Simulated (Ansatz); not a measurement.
# Cr: stationary points along a deformation path

Theory: Ansatz, DFT PBEsol, scalar-relativistic, plane waves, PAW. The runs took a 420 eV cutoff, a Γ-centred 24×24×24 mesh and Gaussian smearing (0.15 eV). No spin polarisation. A magnetic state may lie lower. Energies are free energies at this smearing, counted from the undisturbed cell; pressure is positive in compression.

Reference structure (as given, not relaxed at this level; it stands at -18.2 GPa; this fcc form isn't the usual structure):

```
Cr
1.0
     0.00000    1.84000    1.84000
     1.84000    0.00000    1.84000
     1.84000    1.84000    0.00000
Cr
1
Direct
  0.00000 0.00000 0.00000
```

At fixed volume and fractional coordinates, lengths along (0.577, 0.577, 0.577) are scaled against those across it; ρ is that ratio over its starting value. V = 12.459 Å³/atom. Δσ is the stress along the axis less the mean stress across it (compression positive).

| ρ | ΔE (meV/atom) | Δσ (GPa) | space group |
| --- | --- | --- | --- |
| 0.500 | 602.5 | 0.00 | Pm-3m |
| 0.600 | 415.2 | 34.51 | R-3m |
| 0.710 | 101.8 | 31.57 | R-3m |
| 0.850 | -52.6 | -0.76 | R-3m |
| 1.000 | 0.0 | 0.00 | Fm-3m |
| 1.410 | 474.7 | -70.19 | R-3m |
| 2.000 | 2452.7 | -148.89 | R-3m |

Problem. How does the stress give the slope of the energy, and where is the energy stationary?

Solution. Along the path d ln(length) is 2/3 d ln ρ on the axis and −1/3 d ln ρ across it, so dE/d ln ρ = −(2/3) V Δσ: the energy falls with ρ where Δσ is positive. Δσ vanishes or changes sign at ρ = 0.500 (Pm-3m, an end of the scan), at 602.5 meV/atom; between ρ = 0.710 and 0.850, a minimum (near 0.85 by linear interpolation); at ρ = 1.000 (Fm-3m), a stationary point at 0.0 meV/atom. Pairs of stationary points between two samples would go unseen, and could change a minimum read from distant neighbours into a maximum. At ρ = 0.500, 1.000 the cell is cubic, where symmetry alone makes the stress isotropic and the slope zero.

Problem. Is the start the lowest point of the path?

Solution. No: ρ = 0.850 lies 52.6 meV/atom lower, with no sampled rise above the start on the way. Volume and inner coordinates are held, so a relaxed structure there would lie lower still.

In a metal these slopes depend on the k mesh and the smearing.